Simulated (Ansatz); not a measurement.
# N under changes of volume

One of the cells (6.723 Å³/atom); the others are scaled copies at fixed shape and fractional positions:

```
N
1.0
     2.51947    0.00000    0.00000
    -1.25974    2.18193    0.00000
     0.00000    0.00000    2.44600
N
2
Direct
  0.33333 0.66667 0.75000
  0.66667 0.33333 0.25000
```

The real solid is made of molecules; this cell is a model form.

* Program: Ansatz 0.2.0
* Functional: PBE
* Potentials or basis: all-electron LAPW, scalar-relativistic
* Cutoff: 375 eV (chosen from the basis error)
* Basis error allowed: 0.0005 eV/atom
* k mesh: 12 × 12 × 11
* Occupations: fermi-dirac, width 0.05 eV
* Spin: no spin polarisation

| volume (Å³/atom) | energy over the lowest point (meV/atom) | pressure (GPa) |
| --- | --- | --- |
| 6.320 | 53.39 | 25.3 |
| 6.454 | 34.68 | 19.8 |
| 6.589 | 20.34 | 14.7 |
| 6.723 | ? | ? |
| 6.858 | 3.38 | 5.8 |
| 6.992 | 0.11 | 1.8 |
| 7.127 | 0.00 | -1.9 |

**Question.** What does the run at 6.723 Å³/atom give?

**Answer.** Energy over the lowest point 10.02 meV/atom; pressure 10.0 GPa.

Worked out: A Birch-Murnaghan fit of order 3 (a polynomial in V^(-2/3)) to the other rows has its minimum at 7.07 Å³/atom with B0 = V·E''(V) = 185 GPa and B' = 3.5 at fixed shape and positions, which overstates the stiffness. It gives 10.03 meV/atom at 6.723 Å³/atom, against the run's 10.02, and -dE/dV = 10.0 GPa, against 10.0.

Energies are extrapolated to zero smearing.
